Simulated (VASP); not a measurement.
# Zn (P6_3/mmc) in VASP: notebook

One crystal, Zn, is run at these levels: LDA, r2SCAN; tasks: relaxation of cell and atoms.

All numbers are computed with VASP 6.6.1; they aren't measurements. Logs are shortened: lines on timing, memory, paths and dates and some standing lists are left out, and cuts for length are marked.

**1. The structure**

The structure is hexagonal, space group P6_3/mmc (No. 194). The conventional cell has a = 2.561 Å, b = 2.561 Å, c = 4.833 Å, α = 90.00°, β = 90.00°, γ = 120.00°. Zn (site symmetry -6m2) has 12 Zn at 2.56 to 2.83 Å as nearest neighbours.

**2. Relaxation of cell and atoms, LDA**

Contents of INCAR:

```
  ALGO = Normal
  EDIFF = 1E-7
  EDIFFG = -0.005
  ENCUT = 600
  IBRION = 2
  ISIF = 3
  ISMEAR = 1
  KPAR = 2
  LASPH = True
  LCHARG = False
  LREAL = False
  LWAVE = False
  NELM = 80
  NSW = 90
  PREC = Accurate
  SIGMA = 0.1
```

Contents of KPOINTS:

```
k-points
0
Gamma
  18 18 8
```

Contents of POSCAR:

```
Zn                                      
1.0
    2.5611995477      0.0000000000      0.0000000000
   -1.2805997738      2.2180638725     -0.0000000000
    0.0000000000     -0.0000000000      4.8328431417
  Zn            
     2
Direct
     0.3333333332999970    0.6666666667000030    0.2500000000000000
     0.6666666667000030    0.3333333332999970    0.7500000000000000
```

Potentials or basis: VASP PAW LDA potentials, release 64 (Zn).

Started as:

```
cat potpaw_LDA.64/Zn/POTCAR > POTCAR
mpirun -np 2 vasp_std > vasp.out
```

OUTCAR:

```text
EDIFF = 1E-7
   EDIFFG = -0.005
   ENCUT = 600
   IBRION = 2
   ISIF = 3
   ISMEAR = 1
   LASPH = True
   LREAL = False
   NELM = 80
   NSW = 90
   PREC = Accurate

 ion  position               nearest neighbor table
   1  0.333  0.667  0.250-   2 2.83   2 2.83   2 2.83   2 2.83   2 2.83   2 2.83
   2  0.667  0.333  0.750-   1 2.83   1 2.83   1 2.83   1 2.83   1 2.83   1 2.83

  LATTYP: Found a hexagonal cell.
 ALAT       =     2.5611995477
 C/A-ratio  =     1.8869451801

  Lattice vectors:

 A1 = (   2.5611995477,   0.0000000000,   0.0000000000)
 A2 = (  -1.2805997738,   2.2180638725,   0.0000000000)
 A3 = (   0.0000000000,   0.0000000000,   4.8328431417)

Analysis of symmetry for initial positions (statically):
=====================================================================
 Subroutine PRICEL returns:
 Original cell was already a primitive cell.

 Routine SETGRP: Setting up the symmetry group for a
 hexagonal supercell.

 Subroutine GETGRP returns: Found 24 space group operations
 (whereof 12 operations were pure point group operations)
 out of a pool of 24 trial point group operations.

The static configuration has the point symmetry D_3d.
 The point group associated with its full space group is D_6h.

Analysis of symmetry for dynamics (positions and initial velocities):
=====================================================================
 Subroutine PRICEL returns:
 Original cell was already a primitive cell.

 Routine SETGRP: Setting up the symmetry group for a
 hexagonal supercell.

 Subroutine GETGRP returns: Found 24 space group operations
 (whereof 12 operations were pure point group operations)
 out of a pool of 24 trial point group operations.

The dynamic configuration has the point symmetry D_3d.
 The point group associated with its full space group is D_6h.

 Subroutine INISYM returns: Found 24 space group operations
 (whereof 12 operations are pure point group operations),
 and found     1 'primitive' translations

----------------------------------------------------------------------------------------

                                     Primitive cell

  volume of cell :      27.4549

  direct lattice vectors                    reciprocal lattice vectors
     2.561199548  0.000000000  0.000000000     0.390442049  0.225421822  0.000000000
    -1.280599774  2.218063873  0.000000000     0.000000000  0.450843644  0.000000000
     0.000000000  0.000000000  4.832843142     0.000000000  0.000000000  0.206917537

  length of vectors
     2.561199548  2.561199548  4.832843142     0.450843644  0.450843644  0.206917537

  position of ions in fractional coordinates (direct lattice)
     0.333333333  0.666666667  0.250000000
     0.666666667  0.333333333  0.750000000

  ion indices of the primitive-cell ions
   primitive index   ion index
                 1           1
                 2           2

----------------------------------------------------------------------------------------

 KPOINTS: k-points

Automatic generation of k-mesh.
 Grid dimensions read from file:
 generate k-points for:   18   18    8

 Generating k-lattice:

  Cartesian coordinates                     Fractional coordinates (reciprocal lattice)
     0.021691225  0.012523435  0.000000000     0.055555556  0.000000000  0.000000000
     0.000000000  0.025046869  0.000000000     0.000000000  0.055555556  0.000000000
     0.000000000  0.000000000  0.025864692     0.000000000  0.000000000  0.125000000

  Length of vectors
     0.025046869  0.025046869  0.025864692

  Shift w.r.t. Gamma in fractional coordinates (k-lattice)
     0.000000000  0.000000000  0.000000000

 Subroutine IBZKPT returns following result:
 ===========================================

 Found    185 irreducible k-points:

 Following reciprocal coordinates:
            Coordinates               Weight
  0.000000  0.000000  0.000000      1.000000
  0.055556  0.000000  0.000000      6.000000
  0.111111  0.000000  0.000000      6.000000
  0.166667  0.000000  0.000000      6.000000
  0.222222  0.000000  0.000000      6.000000
  0.277778  0.000000  0.000000      6.000000
[... 16 lines left out ...]
  0.333333  0.111111  0.000000     12.000000
  0.388889  0.111111  0.000000     12.000000
 [... further k-points ...]
   k-points           NKPTS =    185   k-points in BZ     NKDIM =    185   number of bands    NBANDS=     16
   number of dos      NEDOS =    301   number of ions     NIONS =      2
   total plane-waves  NPLWV =  16000
   dimension x,y,z NGX =    20 NGY =   20 NGZ =   40
   dimension x,y,z NGXF=    40 NGYF=   40 NGZF=   80
   ions per type =               2
   NGX,Y,Z   is equivalent  to a cutoff of  12.98, 12.98, 13.76 a.u.
   NGXF,Y,Z  is equivalent  to a cutoff of  25.96, 25.96, 27.52 a.u.
 SYSTEM =  unknown system
   PREC   = accura    normal or accurate (medium, high low for compatibility)
   ISTART =      0    job   : 0-new  1-cont  2-samecut
   ICHARG =      2    charge: 1-file 2-atom 10-const
   ISPIN  =      1    spin polarized calculation?
   LNONCOLLINEAR =      F non collinear calculations
   LSORBIT =      F    spin-orbit coupling
   LASPH  =      T    aspherical Exc in radial PAW
   ENCUT  =  600.0 eV  44.10 Ry    6.64 a.u.   5.12  5.12  9.65*2*pi/ulx,y,z
   NELM   =     80;   NELMIN=  2; NELMDL= -5     # of ELM steps
   EDIFF  = 0.1E-06   stopping-criterion for ELM
   LREAL  =      F    real-space projection
   EDIFFG = -.5E-02   stopping-criterion for IOM
   NSW    =     90    number of steps for IOM
   IBRION =      2    ionic relax: 0-MD 1-quasi-New 2-CG
   NFREE  =      1    steps in history (QN), initial steepest desc. (CG)
   ISIF   =      3    stress and relaxation
   ISYM   =      2    0-nonsym 1-usesym 2-fastsym
   POTIM  = 0.5000    time-step for ionic-motion
   TEBEG  =    0.0;   TEEND  =   0.0 temperature during run
   PSTRESS=    0.0 pullay stress
   NELECT =      24.0000    total number of electrons
   NUPDOWN=      -1.0000    fix difference up-down
   EMIN   =  10.00;   EMAX   =-10.00  energy-range for DOS
   EFERMI =   0.00;   METHOD = LEGACY
   ISMEAR =     1;   SIGMA  =   0.10  broadening in eV -4-tet -1-fermi 0-gaus
   EFERMI_NEDOS =   21; number of points for ismear=-14 and -15
   IALGO  =     38    algorithm
   IMIX   =      4    mixing-type and parameters
     AMIX     =   0.40;   BMIX     =  1.00
     AMIX_MAG =   1.60;   BMIX_MAG =  1.00
  volume/ion in A,a.u.               =      13.73        92.64
  Fermi-wavevector in a.u.,A,eV,Ry     =   1.565327  2.958040 33.337674  2.450250
  Thomas-Fermi vector in A             =   2.667820
   LORBIT       =      0    0 simple, 1 ext, 2 COOP (PROOUT), +10 PAW based schemes
   GGA     = CA    functional components
   LHFCALC =     F    Hartree Fock is set to
   AEXX    =    0.0000 exact exchange contribution
   IVDW    =     0    specifies the selected vdW correction
   LEPSILON=     F    determine dielectric tensor
   LRPA    =     F    only Hartree local field effects (RPA)
 conjugate gradient relaxation of ions
 non-spin polarized calculation
 Methfessel and Paxton  Order N= 1 SIGMA  =   0.10
  energy-cutoff  :      600.00
  volume of cell :       27.45
 maximum number of plane-waves:       932
   NGX = 11   NGY = 11   NGZ = 19

--------------------------------------- Ionic step        1  -------------------------------------------

 number of electron      23.9999969 magnetization

 Free energy of the ion-electron system (eV)
  ---------------------------------------------------
  ext. energy  EPLUGINS =         0.00000000
  ---------------------------------------------------
  free energy    TOTEN  =        -3.75491171 eV

  energy without entropy =       -3.75445802  energy(sigma->0) =       -3.75476048

------------------------ aborting loop because EDIFF is reached ----------------------------------------

  FORCE on cell =-STRESS in cart. coord.  units (eV):
  Direction    XX          YY          ZZ          XY          YZ          ZX
  --------------------------------------------------------------------------------------
  -------------------------------------------------------------------------------------
  Total       -0.0187589     -0.0187589      0.0109103     -0.0000000     -0.0000000      0.0000000
  in kB       -1.0947094     -1.0947094      0.6366909     -0.0000000     -0.0000000      0.0000000
  external PRESSURE =      -0.5175760 kB  Pullay stress =       0.0000000 kB
[... 201 lines left out ...]
  energy  without entropy=       -3.7544674235  energy(sigma->0) =       -3.75477800

--------------------------------------- Ionic step        7  -------------------------------------------

 number of electron      23.9999968 magnetization

 Free energy of the ion-electron system (eV)
  ---------------------------------------------------
  ext. energy  EPLUGINS =         0.00000000
  ---------------------------------------------------
  free energy    TOTEN  =        -3.75494544 eV

  energy without entropy =       -3.75450559  energy(sigma->0) =       -3.75479882

 E-fermi :   3.7665     XC(G=0): -12.4319

 val. band max:        3.7238127537   @ k =   0.2222   0.0556   0.1250
 cond. band min:       3.7839363293   @ k =   0.0556   0.0000   0.2500
 fundamental gap:      0.0601235756
 Fermi energy:         3.7665106389

 k-point     1 :       0.0000    0.0000    0.0000
  band No.  band energies     occupation
      1      -7.6012      2.00000
      2      -5.5796      2.00000
      3      -4.7154      2.00000
      4      -4.4121      2.00000
      5      -4.4121      2.00000
      6      -4.3566      2.00000
[... 8 lines left out ...]
     15      21.4711      0.00000
     16      22.7610      0.00000
[... 420 lines left out ...]
  band No.  band energies     occupation
      1      -5.1880      2.00000
      2      -5.0848      2.00000
      3      -4.9560      2.00000
      4      -4.4262      2.00000
      5      -4.2378      2.00000
      6      -4.2373      2.00000
[... 8 lines left out ...]
     15       9.5631      0.00000
     16      10.8552      0.00000

 [... further k-points ...]
[... 5 lines left out ...]
  --------------------------------------------------------------------------------------
  -------------------------------------------------------------------------------------
  Total       -0.0066257     -0.0066257     -0.0025793     -0.0000000      0.0000000      0.0000000
  in kB       -0.3863440     -0.3863440     -0.1504019     -0.0000000      0.0000000      0.0000000
  external PRESSURE =      -0.3076966 kB  Pullay stress =       0.0000000 kB
[... 17 lines left out ...]
  FREE ENERGIE OF THE ION-ELECTRON SYSTEM (eV)
  ---------------------------------------------------
  free  energy   TOTEN  =        -3.7549454354 eV

  energy  without entropy=       -3.7545055880  energy(sigma->0) =       -3.75479882

 reached required accuracy - stopping structural energy minimisation
```

Run time: 63 s. Hardware: 2 MPI ranks of Intel Xeon 6975P-C (Granite Rapids), shared host; peak memory 0.18 GiB.

What came out:

```
Free energy                            : -3.7549 eV
Relaxed volume                         : 13.74 Å³/atom
Relaxed cell                           : a = 2.559 Å, b = 2.559 Å, c = 4.846 Å, α = 90.00°, β = 90.00°, γ = 120.00°
Space group after relaxing (to 0.05 Å) : P6_3/mmc (No. 194)
Energy gained by relaxing              : 0.0 meV/atom
Ionic steps                            : 7
Pressure after relaxing                : 0.0 GPa
Band gap on the k mesh                 : none (metal or under the smearing width)
```

Final structure:
```
CELL_PARAMETERS angstrom
2.55886 0.00000 0.00000
-1.27943 2.21604 0.00000
0.00000 0.00000 4.84553
ATOMIC_POSITIONS crystal
Zn 0.33333 0.66667 0.25000
Zn 0.66667 0.33333 0.75000
```

**3. Relaxation of cell and atoms, r2SCAN**

This run uses another cell than the first one, of 15.33 Å³/atom, 1.117 times its volume.

Contents of INCAR:

```
SYSTEM = Zn
  PREC = Accurate
  ENCUT = 600
  EDIFF = 1E-6
  ISMEAR = 1
  SIGMA = 0.1
  LREAL = .False.
  LASPH = .True.
  NELM = 80
  ALGO = Normal
  ISIF = 3
  LWAVE = .False.
  LCHARG = .False.
  METAGGA = R2SCAN
  LMIXTAU = .True.
  IBRION = 2
  NSW = 90
  EDIFFG = -0.01
  KPAR = 2
```

Contents of KPOINTS:

```
Automatic mesh
0
Gamma
  18 18 8
  0 0 0
```

Contents of POSCAR:

```
Zn
1.0
    2.6700000000      0.0000000000      0.0000000000
   -1.3350000000      2.3122878281      0.0000000000
    0.0000000000      0.0000000000      4.9660000000
Zn
2
Direct
    0.3333333333      0.6666666667      0.2500000000
    0.6666666667      0.3333333333      0.7500000000
```

Potentials or basis: VASP PAW PBE potentials, release 64 (Zn).

Started as:

```
cat potpaw_PBE.64/Zn/POTCAR > POTCAR
mpirun -np 2 vasp_std > vasp.out
```

OUTCAR:

```text
SYSTEM = Zn
   PREC = Accurate
   ENCUT = 600
   EDIFF = 1E-6
   ISMEAR = 1
   LREAL = .False.
   LASPH = .True.
   NELM = 80
   ISIF = 3
   METAGGA = R2SCAN
   IBRION = 2
   NSW = 90
   EDIFFG = -0.01

 ion  position               nearest neighbor table
   1  0.333  0.667  0.250-   2 2.92   2 2.92   2 2.92   2 2.92   2 2.92   2 2.92
   2  0.667  0.333  0.750-   1 2.92   1 2.92   1 2.92   1 2.92   1 2.92   1 2.92

  LATTYP: Found a hexagonal cell.
 ALAT       =     2.6700000000
 C/A-ratio  =     1.8599250936

  Lattice vectors:

 A1 = (   2.6700000000,   0.0000000000,   0.0000000000)
 A2 = (  -1.3350000000,   2.3122878281,   0.0000000000)
 A3 = (   0.0000000000,   0.0000000000,   4.9660000000)

[... 364 lines left out ...]
  ---------------------------------------------------
  ext. energy  EPLUGINS =         0.00000000
  ---------------------------------------------------
  free energy    TOTEN  =       -17.80477401 eV

  energy without entropy =      -17.80472999  energy(sigma->0) =      -17.80475934

 E-fermi :   3.2459     XC(G=0): -12.8283

 val. band max:        3.2379980257   @ k =   0.3333   0.1111   0.0000
 cond. band min:       3.2865510342   @ k =   0.0556   0.0556   0.2500
 fundamental gap:      0.0485530085
 Fermi energy:         3.2459190726

 k-point     1 :       0.0000    0.0000    0.0000
  band No.  band energies     occupation
      1      -7.9360      2.00000
      2      -6.0195      2.00000
      3      -5.1818      2.00000
      4      -4.8746      2.00000
      5      -4.8744      2.00000
      6      -4.8301      2.00000
[... 433 lines left out ...]
      3      -5.3679      2.00000
      4      -4.9147      2.00000
      5      -4.7054      2.00000
      6      -4.6960      2.00000
[... 8 lines left out ...]
     15       9.0725      0.00000
     16      10.5530      0.00000

 [... further k-points ...]
[... 5 lines left out ...]
  --------------------------------------------------------------------------------------
  -------------------------------------------------------------------------------------
  Total       -0.0103447     -0.0103447      0.0063993      0.0000000     -0.0000000      0.0000000
  in kB       -0.5653065     -0.5653065      0.3497034      0.0000000     -0.0000000      0.0000000
  external PRESSURE =      -0.2603032 kB  Pullay stress =       0.0000000 kB
[... 17 lines left out ...]
  FREE ENERGIE OF THE ION-ELECTRON SYSTEM (eV)
  ---------------------------------------------------
  free  energy   TOTEN  =       -17.8047740112 eV

  energy  without entropy=      -17.8047299861  energy(sigma->0) =      -17.80475934

 reached required accuracy - stopping structural energy minimisation
```

It took 14 min on 2 MPI ranks of Intel Xeon Platinum 8488C (Sapphire Rapids), shared host; peak memory 0.23 GiB.

What came out:

```yaml
Free_energy: -17.8048 eV
Relaxed_volume: 14.66 Å³/atom
Relaxed_cell: a = 2.595 Å, b = 2.595 Å, c = 5.029 Å, α = 90.00°, β = 90.00°, γ = 120.00°
Space_group_after_relaxing_to_0.05_Å: P6_3/mmc (No. 194)
Energy_gained_by_relaxing: 16.0 meV/atom
Ionic_steps: 11
Pressure_after_relaxing: 0.0 GPa
Band_gap_on_the_k_mesh: none (metal or under the smearing width)
```

The path:
| step | energy change (eV) | largest force (eV/Å) | pressure (GPa) | volume (Å³) |
| --- | --- | --- | --- | --- |
| 1 | 0.0000 | 0.0000 | -4.57 | 30.66 |
| 2 | -0.0312 | 0.0000 | 0.57 | 28.76 |
| 3 | -0.0313 | 0.0000 | 0.10 | 28.89 |
| 4 | -0.0313 | 0.0000 | -0.05 | 28.92 |
| 5 | -0.0313 | 0.0000 | 0.05 | 28.94 |
| 6 | -0.0315 | 0.0000 | -0.13 | 28.98 |
| 7 | -0.0318 | 0.0000 | 0.18 | 29.06 |
| 8 | -0.0319 | 0.0000 | 0.43 | 29.22 |
| 9 | -0.0320 | 0.0000 | 0.32 | 29.15 |
| 10 | -0.0320 | 0.0000 | 0.23 | 29.19 |
| 11 | -0.0320 | 0.0000 | -0.03 | 29.32 |

Final structure:
```cif
data_structure
_symmetry_space_group_name_H-M 'P 1'
_symmetry_Int_Tables_number 1
_cell_length_a 2.5947
_cell_length_b 2.5947
_cell_length_c 5.0285
_cell_angle_alpha 90.000
_cell_angle_beta 90.000
_cell_angle_gamma 120.000
_cell_volume 29.32
loop_
_atom_site_label
_atom_site_type_symbol
_atom_site_fract_x
_atom_site_fract_y
_atom_site_fract_z
_atom_site_occupancy
Zn1 Zn 0.33333 0.66667 0.25000 1
Zn2 Zn 0.66667 0.33333 0.75000 1
```

Caveat: the PAW data sets were made with another functional, which shifts forces and pressure a little.
